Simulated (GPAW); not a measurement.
The system is CdSe (Cadmoselite).

```
Cd Se
1.0
     4.30000    0.00000    0.00000
    -2.15000    3.72391    0.00000
     0.00000    0.00000    7.02000
Cd Se
2 2
Cartesian
  2.1500 1.2413 3.5100
  0.0000 2.4826 0.0000
  2.1500 1.2413 6.2127
  0.0000 2.4826 2.7027
```

- Program: GPAW 26.7.0
- Task: relaxation of cell and atoms
- Functional: BP86
- Dispersion: D3
- Potentials or basis: PAW data sets generated in the run's folder for this functional
- Cutoff: 600 eV
- Basis: pw
- k mesh: 5 × 5 × 3
- Occupations: fermi-dirac, width 0.05 eV
- Spin: no spin polarisation

At the start: pressure -1.4 GPa; volume 28.10 Å³/atom.

**Question.** How do energy, volume and symmetry change on relaxing?

**Answer.** Over 6 steps the energy falls by 8.6 meV/atom and the volume is 27.30 Å³/atom (-2.9 %); space group P6_3mc (No. 186, to 0.05 Å).

The path:
| step | energy change (eV) | largest force (eV/Å) | pressure (GPa) | volume (Å³) |
| --- | --- | --- | --- | --- |
| 1 | 0.0000 | 0.2675 | -1.45 | 112.41 |
| 2 | -0.0077 | 0.2352 | -1.34 | 112.10 |
| 3 | -0.0312 | 0.1112 | -0.18 | 109.60 |
| 4 | -0.0330 | 0.0151 | -0.42 | 110.04 |
| 5 | -0.0333 | 0.0175 | -0.35 | 109.90 |
| 6 | -0.0343 | 0.0016 | 0.02 | 109.18 |

Final structure:
```cif
data_structure
_symmetry_space_group_name_H-M 'P 1'
_symmetry_Int_Tables_number 1
_cell_length_a 4.2689
_cell_length_b 4.2689
_cell_length_c 6.9182
_cell_angle_alpha 90.000
_cell_angle_beta 90.000
_cell_angle_gamma 120.000
_cell_volume 109.18
loop_
_atom_site_label
_atom_site_type_symbol
_atom_site_fract_x
_atom_site_fract_y
_atom_site_fract_z
_atom_site_occupancy
Cd1 Cd 0.66667 0.33333 0.50385 1
Cd2 Cd 0.33333 0.66667 0.00386 1
Se1 Se 0.66667 0.33333 0.88114 1
Se2 Se 0.33333 0.66667 0.38114 1
```

Caveat: later steps reuse the first step's grids.
